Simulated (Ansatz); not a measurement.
# WSi2As4 bilayer (AB) in a perpendicular field, part 4 of 4

Wanted: the out-of-plane response of the WSi2As4 bilayer (AB). A positive field points along +c.

Ansatz 0.2.0; plane-wave DFT, PBE-D3(BJ), Ansatz PAW (the session's first sound run).

So far. Step 9 (With spin-orbit coupling, k-mesh 12×12×1): The gap is 0.49 eV. The band edges sampled here don't span that gap, so no ionisation energy or affinity is read off. Step 11 (With spin-orbit coupling, k-mesh 12×12×1, field 0.2 V/Å): The dipole is 0.290 e·Å, and the gap 0.301 eV.

## 13. The same run with other settings

This step: plane-wave DFT, PBE-D3(BJ), Ansatz PAW (Ansatz 0.2.0).

An input spoilt on purpose, to show how the run answers: it repeats the earlier run at 0.1 V/Å with kpoints.mp_grid.grid from [18, 18, 1] to [18, 17, 2], and scf.max_iter set to 50.

File input.yaml:

```yaml
crystal:
  lattice:
    - [3.5628687929, 0.0, 0.0]
    - [-1.7814343964, 3.085534885, 0.0]
    - [0.0, 0.0, 40.9561138192]
  atoms:
    - { symbol: As, position: [0.0, 0.0, 0.2197474116] }
    - { symbol: Si, position: [0.3333333333, 0.6666666667, 0.2472853569] }
    - { symbol: As, position: [0.3333333333, 0.6666666667, 0.3044979878] }
    - { symbol: W, position: [0.0, 0.0, 0.3411877792] }
    - { symbol: As, position: [0.3333333333, 0.6666666667, 0.3778949642] }
    - { symbol: Si, position: [0.3333333333, 0.6666666667, 0.435041977] }
    - { symbol: As, position: [0.0, 0.0, 0.4625788641] }
    - { symbol: As, position: [0.3333333333, 0.6666666667, 0.5374698517] }
    - { symbol: Si, position: [0.6666666667, 0.3333333333, 0.5649579448] }
    - { symbol: As, position: [0.6666666667, 0.3333333333, 0.6221206396] }
    - { symbol: W, position: [0.3333333333, 0.6666666667, 0.6588106685] }
    - { symbol: As, position: [0.6666666667, 0.3333333333, 0.695501586] }
    - { symbol: Si, position: [0.6666666667, 0.3333333333, 0.7527142561] }
    - { symbol: As, position: [0.3333333333, 0.6666666667, 0.7802525884] }
kpoints:
  mp_grid: { grid: [18, 17, 2] }
  band_path:
    path: [[0, 0, 0], [0.5, 0, 0], [0.33333333, 0.33333333, 0], [0, 0, 0]]
    npoints: 16
hamiltonian:
  xc: pbe
  dispersion: d3bj
scf:
  occupations: { method: fermi_dirac, width: 0.05 }
  convergence: { dr2_threshold: 1.0e-10 }
  max_iter: 50
efield:
  axis: 3
  dipole_correction: true
  ramp_position: 0.97
  ramp_width: 0.06
  amplitude: 0.1
output:
  write_potential: true
  write_density: true
  volumetric_format: npy
```

Launch:

```sh
$ ansatz run input.yaml --threads 4 --pin off --max-ram 12288MiB --backend cpu --events-out ev --progress --plain --runs-dir out
```

Numbers of over 12 decimals in the logs are rounded to 6 here.

Log:

```text
Warning: crystal.symmetry: narrowed to the stabiliser of the k-point mesh — unitary ops 6 → 1; excluded 5 operations that carry a point of the 18×17×2 mesh (shift [0, 0, 0]) off the mesh (the run samples exactly the mesh kpoints.mp_grid names, as under crystal.symmetry.detect: false, and its converged state has the mesh's symmetry, not the crystal's; ε∞, the Born charges and the force constants of a linear response (`dielectric:` by the response, `phonons.method: dfpt`) are averaged over those of the crystal's operations that the state keeps within a tolerance, where `mesh_tensors`, `unaveraged_element` or `gamma_mean_max_change_ev_ang2` stands beside them; [rest of the remark cut]
Engine: ansatz 0.2.0, aarch64-unknown-linux-gnu
Pseudopotentials: kind: paw
Pseudopotential: As, paw, valence charge 15, recommended cutoff 420 eV (normal), As.paw.azcp
Pseudopotential: Si, paw, valence charge 4, recommended cutoff 420 eV (normal), Si.paw.azcp
Pseudopotential: W, paw, valence charge 14, recommended cutoff 420 eV (normal), W.paw.azcp
Functional definition: PBE
  parameter kappa = 0.804
  parameter beta = 0.066725
  exchange = pbe_x(kappa = kappa, mu = beta*pi^2/3)
  correlation = pbe_c(beta = beta)
Crystal: 14 atoms, lattice volume = 450.245 Å³
Basis set: ecut = 420 eV, 8675 PW (Γ)
Bands: 99, of which v1, the nominal top of the filled ones, is band 82 counted from 1 (81 counted from 0)
Symmetry: 1 space group operations
k-points: 308 of 612 (time reversal used)
Non-local potential: As, projectors of the file, l = 0: 2, l = 1: 2, l = 2: 3, l = 3: 1
Non-local potential: Si, projectors of the file, l = 0: 2, l = 1: 2, l = 2: 2
Non-local potential: W, projectors of the file, l = 0: 3, l = 1: 2, l = 2: 2, l = 3: 1
PAW form: soft (Blöchl's): semilocal exchange-correlation on the pseudo side does not see the compensation charge
PAW one-centre angular grid: As, 590 points (default); XC on 64 Gauss nodes
PAW one-centre angular grid: Si, 110 points (default); XC on 64 Gauss nodes
PAW one-centre angular grid: W, 590 points (default); XC on 64 Gauss nodes
Initial density: superposition of atomic densities (neutral atoms: chi_scale 0, normalization atom, screened)
Initial wavefunctions: pseudopotential atomic-orbital guess
Functional: x = pbe(κ = 0.804, μ = 0.219515), c = pbe(β = 0.066725)
SCF iter   1: F=—  HF=-62168.982466 eV  |F-HF|=—  |Δ(HF+E_count)|=         —  Δρ=3.00e-2  dr2=5.99e0  ethr=3.10e-3  p=0.155 e·Å  D=6.22e-2 V/Å  ΔV_dip=-2.55 eV  dr2_dipole=4.18e-3  V_vac-E_F(+/−)=6.75/5.52 eV  ⟨swp⟩=7.8  Hψ=124803  notcnv=0  defer=73
efield: sawtooth ramp at fractional position 0.9700 (set: `efield.ramp_position`, or a place that a band, a saddle search or an elastic batch's reference lends), width 0.0600; the density the first Hamiltonian is built on has a dipole p = 0.155 e·Å; the dipole correction subtracts the counter field D = 6.22e-2 V/Å, which shifts the + side's vacuum level by -2.55 eV against the − side's; the planar-averaged density in the ramp window peaks in size at 6.6e-7 e/Å³
preconditioner: auto → Resta (q_TF=auto, 2.306 Å⁻¹)  ε∞=4.0  [insulator: Δε(μ)=0.437 eV  Ē_g=8.388 eV  σ=0.050 eV  W_gap=0.97  n_scr=120 (ndim 8)  ℏωp=14.4 eV  f_vac=0.360  D(μ)=0.02/eV (n_scr^D=0)  ε∞_Penn≈4.0  vacuum switching on, ρ_ref=5.1e-3 e/Å³]
SCF iter   2: F=—  HF=-62168.137277 eV  |F-HF|=—  |Δ(HF+E_count)|=   8.45e-1  Δρ=1.77e-2  dr2=1.43e0  ethr=3.10e-3  p=0.136 e·Å  D=5.46e-2 V/Å  ΔV_dip=-2.24 eV  dr2_dipole=3.45e-3  V_vac-E_F(+/−)=5.65/4.10 eV  ⟨swp⟩=2.4  Hψ=37952  notcnv=0  defer=2558
SCF iter   3: F=—  HF=-62167.992643 eV  |F-HF|=—  |Δ(HF+E_count)|=   1.45e-1  Δρ=8.05e-3  dr2=1.22e0  ethr=8.72e-4  p=0.163 e·Å  D=6.55e-2 V/Å  ΔV_dip=-2.68 eV  dr2_dipole=2.07e-2  V_vac-E_F(+/−)=5.70/4.60 eV  ⟨swp⟩=3.6  Hψ=42999  notcnv=0  defer=2480
SCF iter   4: F=—  HF=-62167.880778 eV  |F-HF|=—  |Δ(HF+E_count)|=   1.12e-1  Δρ=2.50e-3  dr2=9.75e-2  ethr=7.45e-4  p=0.127 e·Å  D=5.11e-2 V/Å  ΔV_dip=-2.09 eV  dr2_dipole=1.40e-2  V_vac-E_F(+/−)=5.30/3.61 eV  ⟨swp⟩=2.8  Hψ=40124  notcnv=0  defer=2328
SCF iter   5: F=—  HF=-62167.872588 eV  |F-HF|=—  |Δ(HF+E_count)|=   8.19e-3  Δρ=9.03e-4  dr2=1.71e-2  ethr=5.94e-5  p=0.156 e·Å  D=6.27e-2 V/Å  ΔV_dip=-2.57 eV  dr2_dipole=9.87e-3  V_vac-E_F(+/−)=5.02/3.80 eV  ⟨swp⟩=3.1  Hψ=44489  notcnv=0  defer=2308
SCF iter   6: F=—  HF=-62167.873213 eV  |F-HF|=—  |Δ(HF+E_count)|=   6.26e-4  Δρ=5.73e-4  dr2=6.02e-3  ethr=1.05e-5  p=0.135 e·Å  D=5.44e-2 V/Å  ΔV_dip=-2.23 eV  dr2_dipole=3.35e-3  V_vac-E_F(+/−)=5.21/3.65 eV  ⟨swp⟩=2.3  Hψ=43951  notcnv=0  defer=2231
SCF iter   7: F=—  HF=-62167.873497 eV  |F-HF|=—  |Δ(HF+E_count)|=   2.84e-4  Δρ=2.87e-4  dr2=7.35e-4  ethr=3.67e-6  p=0.142 e·Å  D=5.72e-2 V/Å  ΔV_dip=-2.34 eV  dr2_dipole=4.29e-5  V_vac-E_F(+/−)=5.12/3.68 eV  ⟨swp⟩=2.0  Hψ=36757  notcnv=0  defer=2231
SCF iter   8: F=—  HF=-62167.873898 eV  |F-HF|=—  |Δ(HF+E_count)|=   4.01e-4  Δρ=1.05e-4  dr2=1.38e-4  ethr=4.48e-7  p=0.143 e·Å  D=5.73e-2 V/Å  ΔV_dip=-2.35 eV  dr2_dipole=1.93e-5  V_vac-E_F(+/−)=5.08/3.65 eV  ⟨swp⟩=2.0  Hψ=51648  notcnv=0  defer=2231
SCF iter   9: F=—  HF=-62167.873945 eV  |F-HF|=—  |Δ(HF+E_count)|=   4.70e-5  Δρ=3.62e-5  dr2=4.72e-5  ethr=8.39e-8  p=0.143 e·Å  D=5.76e-2 V/Å  ΔV_dip=-2.36 eV  dr2_dipole=1.55e-12  V_vac-E_F(+/−)=5.07/3.65 eV  ⟨swp⟩=2.0  Hψ=50732  notcnv=0  defer=2231
[...]
SCF iter  14: F=—  HF=-62167.874127 eV  |F-HF|=—  |Δ(HF+E_count)|=   2.34e-8  Δρ=1.41e-6  dr2=2.98e-8  ethr=2.04e-10  p=0.143 e·Å  D=5.76e-2 V/Å  ΔV_dip=-2.36 eV  dr2_dipole=5.51e-9  V_vac-E_F(+/−)=5.07/3.64 eV  ⟨swp⟩=2.0  Hψ=33922  notcnv=0  defer=2231
SCF iter  15: F=—  HF=-62167.874127 eV  |F-HF|=—  |Δ(HF+E_count)|=   5.11e-9  Δρ=7.30e-7  dr2=1.03e-8  ethr=1.82e-11  p=0.143 e·Å  D=5.76e-2 V/Å  ΔV_dip=-2.36 eV  dr2_dipole=6.80e-9  V_vac-E_F(+/−)=5.07/3.64 eV  ⟨swp⟩=2.7  Hψ=37081  notcnv=0  defer=2231
SCF iter  16: F=—  HF=-62167.874127 eV  |F-HF|=—  |Δ(HF+E_count)|=  3.93e-10  Δρ=4.37e-7  dr2=1.09e-9  ethr=6.25e-12  p=0.143 e·Å  D=5.76e-2 V/Å  ΔV_dip=-2.36 eV  dr2_dipole=1.23e-10  V_vac-E_F(+/−)=5.07/3.64 eV  ⟨swp⟩=2.2  Hψ=37373  notcnv=0  defer=2231
SCF iter  17: F=—  HF=-62167.874127 eV  |F-HF|=—  |Δ(HF+E_count)|=  7.93e-10  Δρ=1.96e-7  dr2=2.58e-10  ethr=1.00e-12  p=0.143 e·Å  D=5.76e-2 V/Å  ΔV_dip=-2.36 eV  dr2_dipole=1.49e-11  V_vac-E_F(+/−)=5.07/3.64 eV  ⟨swp⟩=2.0  Hψ=38072  notcnv=0  defer=2231
```

It took 10 min on 4 threads of Arm Neoverse V1, shared host; peak memory 7.4 GiB.

Residual by cycle:

cycle, log10 residual and a bar from the least value:
```
        1        0.8 ##############################
        2        0.2 ############################
        4       -1.0 #########################
        5       -1.8 #######################
        7       -3.1 ###################
        8       -3.9 #################
       10       -4.9 #############
       11       -5.9 ###########
       13       -6.5 #########
       14       -7.5 ######
       16       -9.0 ##
       17       -9.6
```

The run was cut off at its time limit.

After 17 cycles the residual stands at 2.6e-10.

The fault put into the input: a mesh that breaks the symmetry.

## 14. Varying the input

Another changed input: it repeats the earlier run at 0.1 V/Å with basis.ecutwfc to 25.7 Ry.

Changes to input.yaml since step 13:

```diff
@@ -21,3 +21,3 @@
 kpoints:
-  mp_grid: { grid: [18, 17, 2] }
+  mp_grid: { grid: [18, 18, 1] }
   band_path:
@@ -31,3 +31,2 @@
   convergence: { dr2_threshold: 1.0e-10 }
-  max_iter: 50
 efield:
@@ -42 +41,3 @@
   volumetric_format: npy
+basis:
+  ecutwfc: "25.7 Ry"
```

Log:

```text
Warning: basis.ecutwfc = 349.666313 eV is below the records' recommended 420 eV, and the density's cutoff is lower with it unless basis.ecutrho_ratio is high enough to keep the records' density cutoff: compare with a run at a higher cutoff
[...]
Crystal: 14 atoms, lattice volume = 450.245 Å³
Basis set: ecut = 349.666313 eV, 6845 PW (Γ)
Bands: 99, of which v1, the nominal top of the filled ones, is band 82 counted from 1 (81 counted from 0)
Symmetry: 6 space group operations
[...]
k-points: 37 of 324 (time reversal used)
[...]
SCF iter   1: F=—  HF=-62168.923513 eV  |F-HF|=—  |Δ(HF+E_count)|=         —  Δρ=3.00e-2  dr2=5.99e0  ethr=3.10e-3  p=0.155 e·Å  D=6.22e-2 V/Å  ΔV_dip=-2.55 eV  dr2_dipole=4.08e-3  V_vac-E_F(+/−)=6.75/5.52 eV  ⟨swp⟩=7.5  Hψ=14709  notcnv=0  defer=16
[...]
SCF iter  18: F=-62167.815642 eV  HF=-62167.815642 eV  |F-HF|=9.46e-11  |Δ(HF+E_count)|=  1.75e-10  Δρ=7.47e-8  dr2=3.87e-11  ethr=1.00e-12  p=0.143 e·Å  D=5.76e-2 V/Å  ΔV_dip=-2.36 eV  dr2_dipole=1.34e-12  V_vac-E_F(+/−)=5.06/3.64 eV  ⟨swp⟩=12.2  Hψ=12486  notcnv=0
SCF 1 converged in 18 iterations: F = -62167.815642 eV  dr2 = 3.87e-11
[...]
SCF converged after 18 iterations
Free energy (F): -62167.815642 eV
[...]
Internal energy: -62167.815561 eV  (E = F + TS)
E sigma→0 (E₀):  -62167.815602 eV
Entropy (-TS):   -0.000081 eV (-0.006 meV/atom)
Fermi energy:    5.160003 eV
Dipole field:    D = 0.057586 V/Å  (p = 0.143286 e·Å, saw-weighted, corrected)
Work function:   not extracted (applied field tilts the vacuum); planar V_es + V_field profile in the machine report
[...]
--- Band table (eV; the first three rows and the last of 37) ---
  k-point 0: bands = [... 78 lower, 4.3429, 4.3429, 4.3842, 4.8430, 7.4305, 7.4766, 7.4766, 7.4842, ... 13 higher]
  k-point 1: bands = [... 78 lower, 4.1527, 4.2531, 4.4282, 4.8138, 7.3074, 7.4096, 7.4651, 7.5682, ... 13 higher]
  k-point 2: bands = [... 78 lower, 3.9632, 4.0247, 4.3989, 4.6950, 6.9763, 6.9948, 7.1541, 7.2996, ... 13 higher]
  k-point 36: bands = [... 78 lower, 3.5367, 3.6852, 4.6866, 4.8379, 5.4846, 5.6210, 5.8767, 5.8815, ... 13 higher]
```

Wall time 1.8 min (4 threads); peak memory 1.8 GiB.

| quantity | this run | earlier run | difference |
| --- | --- | --- | --- |
| dipole along the normal (e·Å) | 0.1433 | 0.1433 | 3.6e-6 |
| gap along the path (eV) | 0.6417 | 0.6416 | 9.1e-5 |
| smallest direct gap along the path (eV) | 0.6468 | 0.6466 | 1.6e-4 |

Nothing in the table moves by 0.01 in its unit (for the dipole 0.5 % and 5e-5 e·Å).

The change did no harm here.

## 15. Results

| Property | Result |
| --- | --- |
| gap without field | 0.700 eV |
| ionisation energy, upper face | 4.73 eV |
| electron affinity, upper face | 4.03 eV |
| step between the vacuum levels | 0.0365 eV |
| equivalent conductor thickness, atoms held | 23.9 Å |
| largest split over 2k that stays linear in k at 0 V/Å | 0.106 eV Å |
| largest split over 2k that stays linear in k at 0.2 V/Å | 0.247 eV Å |

The induced dipole equals that of a perfect conductor 23.95 Å thick, while the outer atoms lie 22.96 Å apart; an out-of-plane ε follows only once a thickness t is chosen, by 1 − 1/ε = 23.95 Å / t. The two faces differ: the vacuum level above lies 0.04 eV higher than the one below. The gap goes from 0.70 eV to 0.28 eV at 0.5 V/Å. With the field reversed the gap is 0.53 eV at -0.3 V/Å. Semilocal functionals give gaps that are too small, and excitons are not included. The field series itself is without spin-orbit coupling. The outer anions sit over the metal atoms, one of several polytypes of such layers and not the lowest for every compound.

[Logs are printed without paths, hosts, clocks, repeated set-up lines and the standing remarks that a program may print on its own settings, such as how far it seeks lower states.]

[Hosts, paths, dates, database ids (printed as entryN), source tags and the programs' standing remarks are cut or masked in the printed files.]

[Maps of the electrostatic potential energy from Ansatz leave out the sawtooth potential of an applied field or a dipole correction, so their vacuum need not be flat; planar profiles and work functions include it.]
